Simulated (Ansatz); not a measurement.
**SiO₂: which input changes reach the field gradients?**

Cell: a Materials Project structure (computed, not necessarily an observed phase), taken as it stands.

```
Si O
1.0
    -6.51703    6.51703    2.62404
     6.51703   -6.51703    2.62404
     6.51703    6.51703   -2.62404
Si O
8 16
Direct
  0.21021 0.38130 0.59151
  0.38130 0.78979 0.17109
  0.61870 0.21021 0.82891
  0.78979 0.38130 0.17109
  0.21021 0.61870 0.82891
  0.78979 0.61870 0.40849
  0.38130 0.21021 0.59151
  0.61870 0.78979 0.40849
  0.89285 0.10715 0.50000
  0.10715 0.60715 0.21429
  0.39285 0.89285 0.78571
  0.60715 0.39285 0.50000
  0.10715 0.89285 0.50000
  0.89285 0.39285 0.78571
  0.60715 0.10715 0.21429
  0.39285 0.60715 0.50000
  0.24304 0.50000 0.74304
  0.50000 0.75696 0.25696
  0.50000 0.24304 0.74304
  0.75696 0.50000 0.25696
  0.31326 0.31326 0.62653
  0.31326 0.68674 0.00000
  0.68674 0.31326 0.00000
  0.68674 0.68674 0.37347
```

Atom numbers follow the list; atoms alike are taken as one site, whose name carries the number of the first.

Reference run. The numbers come from a DFT calculation in Ansatz (PBE, plane waves and PAW, scalar-relativistic, 420 eV cutoff, Γ-centred 5×5×5 k-points, Fermi–Dirac smearing 0.02 eV).

It gives V_zz (10²¹ V/m²) O21 9.71 (η 0.07), Si 0.92 (η 0.37), among others. Each of these runs changes the input as listed (caps on SCF iterations aside):

A. hamiltonian.dispersion: not typed → d4
B. basis.ecutwfc: not typed → 50 eV

**Question.** Which of these changes matter for the gradients?

**Answer.** 

```csv
run,O21 V_zz (η),Si V_zz (η),"largest change of a gradient tensor, all atoms",note
A,9.71 (0.07),0.92 (0.37),0.00,converged
B,2.54 (0.17),3.07 (0.10),7.24,converged; cutoff below the recommended one
```

Run B moves them most, on O9 (V_zz from 9.57 to 2.34); against its own size the tensor moves most on Si among sites above 0.3 (by 2.18, V_zz from 0.92 to 3.07). Run B holds a cutoff far too low, so its numbers aren't properties of the crystal.

On the reference run: The largest force is 0.3 eV/Å, so the atoms aren't at the calculated equilibrium and relaxing them would move these values.
